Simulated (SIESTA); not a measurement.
## WC (Qusongite): band structure with PBE

WC (Qusongite):

```
W C
1.0
     2.90650    0.00000    0.00000
    -1.45325    2.51710    0.00000
     0.00000    0.00000    2.83660
W C
1 1
Direct
  0.00000 0.00000 0.00000
  0.66667 0.33333 0.50000
```

| Item | Value |
| --- | --- |
| Program | SIESTA 5.4.2 |
| Task | band structure |
| Functional | PBE |
| Potentials or basis | PseudoDojo 0.4 standard (PBE files) |
| Basis | SZ (energy shift 0.01 Ry) |
| Grid cutoff | 800 Ry |
| Energy shift | 0.01 Ry |
| k mesh | 10 × 10 × 9 |
| Occupations | fermi-dirac, width 0.05 eV |
| Spin | no spin polarisation |

- Pressure: -1.1 GPa
- Band gap on the k mesh: none (metal or under the smearing width)

Stress tensor (GPa, compression positive):
```
-0.98  0.00  0.00
 0.00 -0.98  0.00
 0.00  0.00 -1.33
```

Levels at the corners of the path, in eV from the Fermi level:
| point | band 7 | band 8 | band 9 | band 10 | band 11 | band 12 |
| --- | --- | --- | --- | --- | --- | --- |
| Γ | -3.95 | -3.95 | 0.10 | 2.86 | 2.86 | 5.91 |
| M | -4.15 | -3.88 | -0.54 | 1.97 | 4.24 | 4.61 |
| K | -4.67 | -3.96 | 0.20 | 0.71 | 1.82 | 3.24 |
| Γ | -3.95 | -3.95 | 0.10 | 2.86 | 2.86 | 5.91 |
| A | -2.43 | -2.43 | -1.15 | -1.15 | 3.42 | 5.05 |
| L | -4.85 | -4.48 | 1.47 | 4.02 | 4.94 | 7.35 |
| H | -6.00 | -1.74 | -0.74 | 4.14 | 6.54 | 7.50 |
| A | -2.43 | -2.43 | -1.15 | -1.15 | 3.42 | 5.05 |
| L | -4.85 | -4.48 | 1.47 | 4.02 | 4.94 | 7.35 |
| M | -4.15 | -3.88 | -0.54 | 1.97 | 4.24 | 4.61 |
| K | -4.67 | -3.96 | 0.20 | 0.71 | 1.82 | 3.24 |
| H | -6.00 | -1.74 | -0.74 | 4.14 | 6.54 | 7.50 |

Run time: 10 s on 1 thread of Arm Neoverse V1, with other jobs on the host, peak memory 0.18 GiB.

Caveat: the basis has no polarisation orbitals; short orbitals over semicore shells can move pressures by several GPa; spin-orbit coupling is left out, which moves the levels of the heavy elements; the basis of atomic orbitals isn't converged, which shifts pressures, moduli and gaps.
